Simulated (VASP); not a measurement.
# BN (Qingsongite) (F-43m) in VASP: a series of runs, part 2 of 2

VASP 6.6.1.

**3. Single point, r2SCAN (volume changed by +3%)**

Contents of POSCAR:

```
BN
1.0
    0.0000000000      1.8226952699      1.8226952699
    1.8226952699      0.0000000000      1.8226952699
    1.8226952699      1.8226952699      0.0000000000
B N
1 1
Direct
    0.0000000000      0.0000000000      0.0000000000
    0.2500000000      0.2500000000      0.2500000000
```

Contents of INCAR.step1:

```
PREC     = Accurate       # precision mode
ENCUT    = 520            # plane-wave cutoff, eV
ISMEAR   = 0              # smearing method
SIGMA    = 0.01           # smearing width, eV
LREAL    = F              # projectors in reciprocal space
LASPH    = T              # aspherical terms in the spheres
NELM     = 60             # most SCF steps
NBANDS   = 11             # bands
GGA      = PE             # functional
ALGO     = Normal         # electronic algorithm
EDIFF    = 1E-4           # SCF threshold, eV
LWAVE    = T              # write WAVECAR
LCHARG   = F              # write CHGCAR
```

Contents of INCAR.step2:

```
PREC     = Accurate       # precision mode
ENCUT    = 520            # plane-wave cutoff, eV
EDIFF    = 1E-6           # SCF threshold, eV
ISMEAR   = 0              # smearing method
SIGMA    = 0.01           # smearing width, eV
LREAL    = F              # projectors in reciprocal space
LASPH    = T              # aspherical terms in the spheres
NELM     = 60             # most SCF steps
ALGO     = Normal         # electronic algorithm
ISIF     = 2              # what is computed and relaxed
LWAVE    = F              # write WAVECAR
LCHARG   = F              # write CHGCAR
METAGGA  = R2SCAN         # meta-GGA
LMIXTAU  = T            
NBANDS   = 11             # bands
ISTART   = 1
```

Contents of KPOINTS:

```
regular mesh
0
Gamma
  10 10 10
```

Potentials or basis: VASP PAW PBE potentials, release 64 (B, N).

Started as:

```bash
$ cat potpaw_PBE.64/B/POTCAR potpaw_PBE.64/N/POTCAR > POTCAR
$ cp INCAR.step1 INCAR
$ mpirun -np 1 vasp_std > vasp.out
$ cp INCAR.step2 INCAR
$ mpirun -np 1 vasp_std > vasp.out
```

Run time: 26 s. Hardware: 1 thread of Intel Xeon Platinum 8488C (Sapphire Rapids), shared host; peak memory 0.12 GiB.

The run converged. Its results:

```
Free energy            : -19.1624 eV
Pressure               : -9.9 GPa
Band gap on the k mesh : 4.94 eV, indirect (least direct gap 9.40 eV)
```

Levels at points of the mesh, in eV from the valence-band top:
```
           k point  band 1  band 2  band 3  band 4  band 5  band 6  band 7  band 8
(0.00, 0.00, 0.00)  -21.00    0.00    0.00    0.00    9.40    9.40    9.40   10.63
(0.50, 0.00, 0.00)  -16.83  -10.85   -1.97   -1.97   10.45   11.33   11.33   16.13
(0.50, 0.50, 0.00)  -15.44   -9.15   -4.97   -4.97    4.94    9.67   18.86   18.86
```

Caveat: the PAW data sets were made with another functional, which shifts forces and pressure a little. A k mesh can miss the band edges.

**4. Single point, r2SCAN (volume changed by +6%)**

Contents of POSCAR:

```
BN
1.0
    0.0000000000      1.8402222611      1.8402222611
    1.8402222611      0.0000000000      1.8402222611
    1.8402222611      1.8402222611      0.0000000000
B N
1 1
Direct
    0.0000000000      0.0000000000      0.0000000000
    0.2500000000      0.2500000000      0.2500000000
```

Contents of INCAR.step1:

```
SYSTEM = BN
ALGO     = Normal         ! electronic algorithm
EDIFF    = 1E-4           ! SCF threshold, eV
ENCUT    = 520            ! plane-wave cutoff, eV
GGA      = PE             ! functional
ISMEAR   = 0              ! smearing method
LASPH    = .TRUE.         ! aspherical terms in the spheres
LCHARG   = .FALSE.        ! write CHGCAR
LREAL    = .FALSE.        ! projectors in reciprocal space
LWAVE    = .TRUE.         ! write WAVECAR
NBANDS   = 11             ! bands
NELM     = 60             ! most SCF steps
PREC     = Accurate       ! precision mode
SIGMA    = 0.01           ! smearing width, eV
```

Contents of INCAR.step2:

```
SYSTEM = BN
ALGO     = Normal         ! electronic algorithm
EDIFF    = 1E-6           ! SCF threshold, eV
ENCUT    = 520            ! plane-wave cutoff, eV
ISIF     = 2              ! what is computed and relaxed
ISMEAR   = 0              ! smearing method
ISTART   = 1            
LASPH    = .TRUE.         ! aspherical terms in the spheres
LCHARG   = .FALSE.        ! write CHGCAR
LMIXTAU  = .TRUE.       
LREAL    = .FALSE.        ! projectors in reciprocal space
LWAVE    = .FALSE.        ! write WAVECAR
METAGGA  = R2SCAN         ! meta-GGA
NBANDS   = 11             ! bands
NELM     = 60             ! most SCF steps
PREC     = Accurate       ! precision mode
SIGMA    = 0.01           ! smearing width, eV
```

Contents of KPOINTS:

```
k-points
0
G
  10 10 10
  0 0 0
```

Potentials or basis: VASP PAW PBE potentials, release 64 (B, N).

Started as:

```bash
$ cat potpaw_PBE.64/B/POTCAR potpaw_PBE.64/N/POTCAR > POTCAR
$ cp INCAR.step1 INCAR
$ mpirun -np 1 vasp_std > vasp.out
$ cp INCAR.step2 INCAR
$ mpirun -np 1 vasp_std > vasp.out
```

OUTCAR:

```text
SYSTEM = BN
   EDIFF = 1E-6
   ENCUT = 520
   ISIF = 2
   ISMEAR = 0
   ISTART = 1
   LASPH = .TRUE.
   LREAL = .FALSE.
   METAGGA = R2SCAN
   NELM = 60
   PREC = Accurate

 ion  position               nearest neighbor table
   1  0.000  0.000  0.000-   2 1.59   2 1.59   2 1.59   2 1.59
   2  0.250  0.250  0.250-   1 1.59   1 1.59   1 1.59   1 1.59

  LATTYP: Found a face centered cubic cell.
 ALAT       =     3.6804445222

  Lattice vectors:

[... 522 lines left out ...]

------------------------ aborting loop because EDIFF is reached ----------------------------------------

  FORCE on cell =-STRESS in cart. coord.  units (eV):
  Direction    XX          YY          ZZ          XY          YZ          ZX
  --------------------------------------------------------------------------------------
  -------------------------------------------------------------------------------------
  Total       -1.5249119     -1.5249119     -1.5249119      0.0000000     -0.0000000      0.0000000
  in kB     -196.0263702   -196.0263702   -196.0263702      0.0000000     -0.0000000      0.0000000
  external PRESSURE =    -196.0263702 kB  Pullay stress =       0.0000000 kB

 VOLUME and BASIS-vectors are now :
 -----------------------------------------------------------------------------
  energy-cutoff  :      520.00
  volume of cell :       12.46
      direct lattice vectors                 reciprocal lattice vectors
     0.000000000  1.840222261  1.840222261    -0.271706310  0.271706310  0.271706310
     1.840222261  0.000000000  1.840222261     0.271706310 -0.271706310  0.271706310
     1.840222261  1.840222261  0.000000000     0.271706310  0.271706310 -0.271706310

 POSITION                                       TOTAL-FORCE (eV/Angst)
 -----------------------------------------------------------------------------------
      0.00000      0.00000      0.00000         0.000000      0.000000      0.000000
      0.92011      0.92011      0.92011        -0.000000     -0.000000     -0.000000
 -----------------------------------------------------------------------------------
    total drift:                                0.000000      0.000000      0.000000

  FREE ENERGIE OF THE ION-ELECTRON SYSTEM (eV)
  ---------------------------------------------------
  free  energy   TOTEN  =       -19.1305097533 eV

  energy  without entropy=      -19.1305097533  energy(sigma->0) =      -19.13050975
```

Wall time 24 s (1 thread of Intel Xeon Platinum 8488C (Sapphire Rapids), shared host); peak memory 0.12 GiB.

Results:

```yaml
Free_energy: -19.1305 eV
Pressure: -19.6 GPa
Band_gap_on_the_k_mesh: 4.91 eV, indirect (least direct gap 9.26 eV)
```

Caveat: the PAW data sets were made with another functional, which shifts forces and pressure a little. A k mesh can miss the band edges.

**5. The runs side by side**

```tsv
cell	gap on the mesh (eV)	pressure (GPa)
a = 2.552 Å, angles 60.0°, 2 atoms	4.98	1.1
a = 2.578 Å, angles 60.0°, 2 atoms	4.94	-9.9
a = 2.602 Å, angles 60.0°, 2 atoms	4.91	-19.6
```

Alike in all rows: task single point; level r2SCAN; potentials or basis VASP PAW PBE potentials, release 64 (B, N); no spin polarisation; k mesh 10 × 10 × 10; cutoff (eV) 520; smearing gaussian 0.01 eV.

Caveats: the PAW data sets were made with another functional, which shifts forces and pressure a little.

Absolute energies hang on the potentials; compare differences alone.

**6. Comparison with measurements**

Step 2. Measured gap of BN: 6.4 eV (indirect; 300 K; a printed reference work, monograph). This calculation gives 4.98 eV (-1.42 eV). The value is that of r2SCAN on a finite k mesh, which can miss the band edges, without temperature or zero-point motion.
